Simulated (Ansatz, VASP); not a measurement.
# C: VASP beside Ansatz

```xyz
2
Lattice="0.0000 1.7905 1.7905 1.7905 0.0000 1.7905 1.7905 1.7905 0.0000" Properties=species:S:1:pos:R:3 pbc="T T T"
C     1.7905    1.7905    1.7905
C     2.6857    2.6857    2.6857
```

Alike in both runs: task single point; functional PBE; k mesh 12 × 12 × 12; occupations gaussian, width 0.02 eV; no spin polarisation.

|  | VASP | Ansatz |
| --- | --- | --- |
| version | VASP 6.6.1 | Ansatz 0.2.0 |
| potentials or method | VASP PAW PBE potentials, release 64 (C) | scalar-relativistic, plane waves, PAW |
| plane-wave cutoff (eV) | 520 | 420 |
| valence electrons in the cell | 8 | 8 |

```tsv
	VASP	Ansatz	Ansatz less VASP
gap on the k mesh at the Fermi level (eV)	4.13	4.13	+0.006
least direct gap on the mesh (eV)	5.56	5.56	+0.003
pressure (GPa)	-2.7	-3.4	-0.62
```
